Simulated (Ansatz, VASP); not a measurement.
Ir: VASP beside Ansatz

```
Ir
1.0
     2.71656    0.00000    0.00000
    -1.35828    2.35261    0.00000
     0.00000    0.00000    4.40769
Ir
2
Direct
  0.66667 0.33333 0.75000
  0.33333 0.66667 0.25000
```

Alike in both runs: functional PBEsol; k mesh 9 × 9 × 4; occupations gaussian, width 0.1 eV; no spin polarisation.

Ansatz relaxed the structure, and its values are those at the end. VASP's run is a single point on that final structure, the one shown.

|  | VASP | Ansatz |
| --- | --- | --- |
| version | VASP 6.6.1 | Ansatz 0.2.0 |
| potentials or method | VASP PAW PBE potentials, release 64 (Ir) | scalar-relativistic, plane waves, PAW |
| plane-wave cutoff (eV) | 520 | 420 |
| valence electrons in the cell | 18 | 34 |

Ansatz gave:

| Item | Value |
| --- | --- |
| gap on the k mesh at the Fermi level (eV) | none |
| pressure (GPa) | 0.2 |

Task: What did VASP give for the same quantities?

Result: gap on the k mesh at the Fermi level (eV): none; pressure (GPa): 1.2.

A gap of «none» marks a metal or a gap that the smearing closes. The two sets of potentials don't hold the same shells in valence.

Caveats: the PAW data sets were made with another functional, which shifts forces and pressure a little (VASP). The runs have no spin-orbit coupling, so splittings on Ir are missing.
